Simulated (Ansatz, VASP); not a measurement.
Fe in VASP and in Ansatz

Contents of INCAR:

```
SYSTEM = Fe
PREC = Accurate
ENCUT = 520
EDIFF = 1E-7
ISMEAR = -1
SIGMA = 0.05
LREAL = .False.
LASPH = .True.
NELM = 150
ALGO = Normal
ISIF = 2
LWAVE = .False.
LCHARG = .True.
ISPIN = 2
MAGMOM = 2.208
LORBIT = 11
LMAXMIX = 4
GGA = PE
LELF = .True.
LVHAR = .True.
NBANDS = 14
```

File KPOINTS:

```
Automatic mesh
0
Gamma
  2 2 2
  0 0 0
```

Contents of POSCAR:

```
Fe
1.0
   -1.4163059769      1.4163059769      1.4163059769
    1.4163059769     -1.4163059769      1.4163059769
    1.4163059769      1.4163059769     -1.4163059769
Fe
1
Direct
    0.0000000000      0.0000000000      0.0000000000
```

Input for Ansatz:

```yaml
crystal:
  lattice:
    - [-1.4163059769, 1.4163059769, 1.4163059769]
    - [1.4163059769, -1.4163059769, 1.4163059769]
    - [1.4163059769, 1.4163059769, -1.4163059769]
  atoms:
    - { symbol: Fe, position: [0.0, 0.0, 0.0], spin: 2.208 }
hamiltonian:
  xc: pbe
  pseudopotentials:
    kind: paw
    azcp:
      Fe: "pseudopotentials/Fe.paw.azcp"
basis:
  ecutwfc: 420
  fft_grid_basis: typed
kpoints:
  mp_grid: { grid: [2, 2, 2], shift: [0, 0, 0] }
magnetization:
  spin_polarized: true
scf:
  occupations: { method: fermi_dirac, width: 0.05 }
  lower_state_search: "off"
output:
  stress: true
```

Alike in both runs: task single point; functional PBE; k mesh 2 × 2 × 2; occupations fermi-dirac, width 0.05 eV; collinear spin.

|  | VASP | Ansatz |
| --- | --- | --- |
| version | VASP 6.6.1 | Ansatz 0.2.0 |
| potentials or method | VASP PAW PBE potentials, release 64 (Fe) | plane waves (420 eV) with PAW, scalar-relativistic |
| plane-wave cutoff (eV) | 520 | 420 |
| valence electrons in the cell | 8 | 16 |

|  | VASP | Ansatz | Ansatz less VASP |
| --- | --- | --- | --- |
| net moment per atom (μB) | 3.50 | 3.50 | 0.000 |
| size of the moment on the site where the two differ most (μB) | 3.23 | 3.00 | -0.229 |

Site moments also hang on the region over which each program counts them. The two sets of potentials don't hold the same shells in valence.

Caveats: the k mesh is coarse (spacing up to 1.57 Å⁻¹), so the values aren't converged.
